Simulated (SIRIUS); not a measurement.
EuS under changes of volume

One of the cells (25.895 Å³/atom); the others are scaled copies at fixed shape and fractional positions:

```
Eu S
1.0
     0.00000    2.95851    2.95851
     2.95851    0.00000    2.95851
     2.95851    2.95851    0.00000
Eu S
1 1
Cartesian
  0.0000 0.0000 0.0000
  2.9585 2.9585 2.9585
```

```yaml
Program: SIRIUS 7.12.0
Functional: PBEsol
Potentials_or_basis: all-electron FP-LAPW
Cutoff: 168 eV
Basis: apw+lo standard
k_mesh: 8 × 8 × 8
Occupations: fermi-dirac, width 0.05 eV
Spin: collinear spin, ferromagnetic start
Starting_moments: "[7.0, 0.0] μB"
```

```tsv
volume (Å³/atom)	energy over the lowest point (meV/atom)	moment (μB per cell)
24.838	0.00	6.98
25.367	11.66	6.99
25.895	26.34	6.99
26.952	62.86	7.00
27.481	?	?
```

Task: What does the run at 27.481 Å³/atom give?

Result: Energy over the lowest point 84.17 meV/atom; moment 7.00 μB per cell.

Worked out: A Birch-Murnaghan fit of order 2 (a polynomial in V^(-2/3)) to the other rows has no minimum within the range. It gives 84.36 meV/atom at 27.481 Å³/atom, against the run's 84.17. A straight line through the other rows of the moment, of slope 0.00865 μB per Å³/atom, extrapolates to 7.00 μB, against the run's 7.00.

Energies are extrapolated to zero smearing.

Caveats: a cell with one magnetic atom can't hold antiferromagnetic order, which such compounds often take; without U or exact exchange the open f shell lies at the Fermi level, which spoils levels, moments and volumes.
